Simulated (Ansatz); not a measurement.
## Eigenvalues along a path: Ca (dhcp type)

```
Ca
1.0
     3.89971    0.00000    0.00000
    -1.94986    3.37725    0.00000
     0.00000    0.00000   12.85050
Ca
4
Direct
  0.00000 0.00000 0.00000
  0.00000 0.00000 0.50000
  0.33333 0.66667 0.25000
  0.66667 0.33333 0.75000
```

The cell comes from a relaxation on PAW files under the same functional, begun from a prototype that needn't be the stable phase.

Level of theory: DFT with PBE, scalar-relativistic, in Ansatz 0.2.0; a Γ-centred 10×10×3 k mesh, Fermi–Dirac smearing of 0.08 eV, no spin polarisation. PAW: frozen-core files, cutoff 420 eV.

This run: the series' base cell.

Path points, in fractions of the reciprocal vectors: Γ (0.000, 0.000, 0.000), M (0.500, 0.000, 0.000), K (0.333, 0.333, 0.000), A (0.000, 0.000, 0.500), L (0.500, 0.000, 0.500), H (0.333, 0.333, 0.500). Levels in eV from the Fermi level; bands 5 to 26, counted from the lowest band of the run. The gap is zero, the pressure 0.00 GPa.

```
# k(1/Å) point b5 b6 b7 b8 b9 b10 b11 b12 b13 b14 b15 b16 b17 b18 b19 b20 b21 b22 b23 b24 b25 b26
0.000 Γ -23.10 -23.04 -23.04 -22.99 -22.99 -22.99 -22.99 -22.98 -22.98 -22.98 -22.98 -22.97 -4.05 -3.05 -3.05 -1.05 -0.23 1.36 1.37 2.22 2.22 2.26
0.233 - -23.10 -23.04 -23.04 -23.01 -23.00 -23.00 -23.00 -22.99 -22.99 -22.99 -22.98 -22.97 -3.81 -2.83 -2.83 -0.82 -0.21 1.31 1.38 1.91 2.00 2.05
0.465 - -23.08 -23.06 -23.06 -23.04 -23.03 -23.01 -23.01 -23.01 -23.00 -23.00 -22.99 -22.98 -3.14 -2.22 -2.21 -0.21 -0.11 1.06 1.23 1.36 1.41 1.51
0.698 - -23.09 -23.09 -23.08 -23.07 -23.05 -23.02 -23.01 -23.01 -23.01 -23.00 -22.99 -22.99 -2.11 -1.35 -1.35 0.05 0.25 0.32 0.64 0.76 1.24 1.28
0.930 M -23.11 -23.11 -23.09 -23.09 -23.04 -23.03 -23.02 -23.01 -23.01 -23.01 -23.00 -22.99 -1.07 -0.83 -0.68 -0.57 -0.03 0.08 0.44 0.45 1.18 1.29
1.064 - -23.11 -23.11 -23.09 -23.09 -23.03 -23.03 -23.03 -23.02 -23.01 -23.00 -23.00 -22.99 -1.00 -0.77 -0.61 -0.51 -0.01 0.10 0.45 0.49 1.18 1.24
1.199 - -23.10 -23.10 -23.08 -23.08 -23.04 -23.04 -23.03 -23.03 -23.01 -23.01 -23.00 -23.00 -0.80 -0.63 -0.39 -0.35 0.04 0.15 0.42 0.61 1.07 1.17
1.333 - -23.09 -23.09 -23.08 -23.07 -23.06 -23.05 -23.04 -23.03 -23.02 -23.01 -23.00 -23.00 -0.52 -0.43 -0.09 -0.07 0.11 0.24 0.25 0.77 0.78 0.88
1.467 K -23.08 -23.07 -23.07 -23.07 -23.07 -23.06 -23.05 -23.05 -23.02 -23.01 -23.01 -23.00 -0.23 -0.21 -0.21 0.20 0.20 0.31 0.31 0.38 0.50 1.01
1.736 - -23.09 -23.09 -23.08 -23.07 -23.05 -23.05 -23.03 -23.03 -23.02 -23.01 -23.00 -23.00 -1.54 -0.83 -0.83 0.24 0.30 0.32 0.68 0.78 0.95 1.14
2.004 - -23.07 -23.07 -23.07 -23.05 -23.04 -23.02 -23.01 -23.01 -23.00 -23.00 -23.00 -22.98 -2.85 -1.96 -1.95 -0.04 0.02 0.96 1.11 1.26 1.30 1.35
2.273 - -23.09 -23.04 -23.04 -23.01 -23.00 -23.00 -23.00 -22.99 -22.99 -22.99 -22.98 -22.97 -3.74 -2.76 -2.76 -0.74 -0.20 1.29 1.38 1.83 1.93 1.97
2.541 Γ -23.10 -23.04 -23.04 -22.99 -22.99 -22.99 -22.99 -22.98 -22.98 -22.98 -22.98 -22.97 -4.05 -3.05 -3.05 -1.05 -0.23 1.36 1.37 2.22 2.22 2.26
2.603 - -23.10 -23.05 -23.02 -22.99 -22.99 -22.99 -22.99 -22.98 -22.98 -22.98 -22.98 -22.97 -4.03 -3.27 -2.80 -1.15 -0.14 1.17 1.55 2.22 2.22 2.24
2.664 - -23.10 -23.06 -23.01 -22.99 -22.99 -22.99 -22.99 -22.98 -22.98 -22.98 -22.98 -22.97 -3.99 -3.47 -2.53 -1.39 0.07 0.97 1.72 2.19 2.24 2.24
2.725 - -23.09 -23.07 -23.00 -22.99 -22.99 -22.99 -22.99 -22.98 -22.98 -22.98 -22.98 -22.98 -3.90 -3.65 -2.25 -1.67 0.30 0.75 1.87 2.11 2.26 2.26
2.786 A -23.08 -23.08 -22.99 -22.99 -22.99 -22.99 -22.99 -22.99 -22.98 -22.98 -22.98 -22.98 -3.79 -3.79 -1.96 -1.96 0.53 0.53 2.00 2.00 2.28 2.28
3.018 - -23.08 -23.08 -23.01 -23.01 -23.00 -23.00 -23.00 -23.00 -22.98 -22.98 -22.98 -22.98 -3.56 -3.56 -1.76 -1.76 0.56 0.56 1.82 1.82 2.12 2.12
3.251 - -23.07 -23.07 -23.04 -23.04 -23.03 -23.03 -23.01 -23.01 -22.99 -22.99 -22.99 -22.99 -2.90 -2.90 -1.22 -1.22 0.64 0.64 1.23 1.23 1.65 1.65
3.484 - -23.09 -23.09 -23.08 -23.08 -23.03 -23.03 -23.02 -23.02 -23.00 -23.00 -22.99 -22.99 -1.91 -1.91 -0.56 -0.56 0.37 0.37 0.67 0.67 1.29 1.29
3.716 L -23.11 -23.11 -23.10 -23.10 -23.03 -23.03 -23.02 -23.02 -23.00 -23.00 -23.00 -23.00 -0.96 -0.96 -0.64 -0.64 0.06 0.06 0.46 0.46 1.13 1.13
3.850 - -23.10 -23.10 -23.09 -23.09 -23.03 -23.03 -23.02 -23.02 -23.01 -23.01 -23.00 -23.00 -0.89 -0.89 -0.59 -0.59 0.09 0.09 0.49 0.49 1.09 1.09
3.985 - -23.10 -23.10 -23.09 -23.09 -23.04 -23.04 -23.02 -23.02 -23.02 -23.02 -23.00 -23.00 -0.69 -0.69 -0.46 -0.46 0.17 0.17 0.53 0.53 0.98 0.98
4.119 - -23.09 -23.09 -23.08 -23.08 -23.06 -23.06 -23.04 -23.04 -23.01 -23.01 -23.00 -23.00 -0.39 -0.39 -0.28 -0.28 0.26 0.26 0.50 0.50 0.89 0.89
4.253 H -23.08 -23.08 -23.07 -23.07 -23.06 -23.06 -23.05 -23.05 -23.01 -23.01 -23.01 -23.01 -0.10 -0.10 -0.07 -0.07 -0.05 -0.05 0.56 0.56 0.90 0.90
4.522 - -23.08 -23.08 -23.08 -23.08 -23.04 -23.04 -23.03 -23.03 -23.02 -23.02 -22.99 -22.99 -1.35 -1.35 -0.15 -0.15 0.40 0.40 0.54 0.54 1.21 1.21
4.790 - -23.07 -23.07 -23.05 -23.05 -23.03 -23.03 -23.01 -23.01 -23.00 -23.00 -22.99 -22.99 -2.61 -2.61 -1.00 -1.00 0.67 0.67 1.08 1.08 1.51 1.51
5.059 - -23.08 -23.08 -23.01 -23.01 -23.01 -23.01 -23.00 -23.00 -22.98 -22.98 -22.98 -22.98 -3.48 -3.48 -1.69 -1.69 0.58 0.58 1.76 1.76 2.06 2.06
5.327 A -23.08 -23.08 -22.99 -22.99 -22.99 -22.99 -22.99 -22.99 -22.98 -22.98 -22.98 -22.98 -3.79 -3.79 -1.96 -1.96 0.53 0.53 2.00 2.00 2.28 2.28
```
